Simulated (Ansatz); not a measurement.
Here is an Ansatz 0.2.0 calculation.

File input.yaml:

```yaml
crystal:
  lattice:
    - [3.00943415, 0.0, 0.0]
    - [-1.50471708, 2.60624643, 0.0]
    - [0.0, 0.0, 2.93705863]
  atoms:
    - { symbol: Ti, position: [0.0, 0.0, 0.0] }
    - { symbol: O, position: [0.6666666667, 0.3333333333, 0.5] }
hamiltonian:
  xc: { exchange: r2scan, correlation: r2scan, exx: { coeff: 0.1 } }
  pseudopotentials: { kind: paw }
kpoints:
  mp_grid: { grid: [6, 6, 5] }
scf:
  occupations: { method: fermi_dirac, width: 0.05 }
output:
  forces: true
  stress: true
  eigenvalues: true
  write_density: true
  write_potential: true
  elf: true
  volumetric_format: npy
```

Potentials or basis: Ansatz PAW.

Run with:

```bash
$ ansatz run input.yaml --threads 2 --pin off --max-ram 5632MiB --backend cpu --events-out ev --progress --plain --runs-dir out
```

**Question.** What does it give for the band gap on the k mesh?

**Answer.** None (metal or under the smearing width).

**Question.** Predict the pressure.

**Answer.** -33.2 GPa.

Stress tensor (GPa, compression positive):
```
-35.25   0.00   0.00
  0.00 -35.25   0.00
  0.00   0.00 -29.16
```

Caveat: the k mesh is coarse (spacing up to 0.43 Å⁻¹), so the values aren't converged, least of all with exact exchange; a pressure of tens of GPa on the cell as given is suspect, and the run, the potentials or the cell itself is likely at fault; the PAW data sets come from PBE, with cores solved anew for the run's functional, which leaves a small shift of forces and pressure; the thresholds are loose for stress.
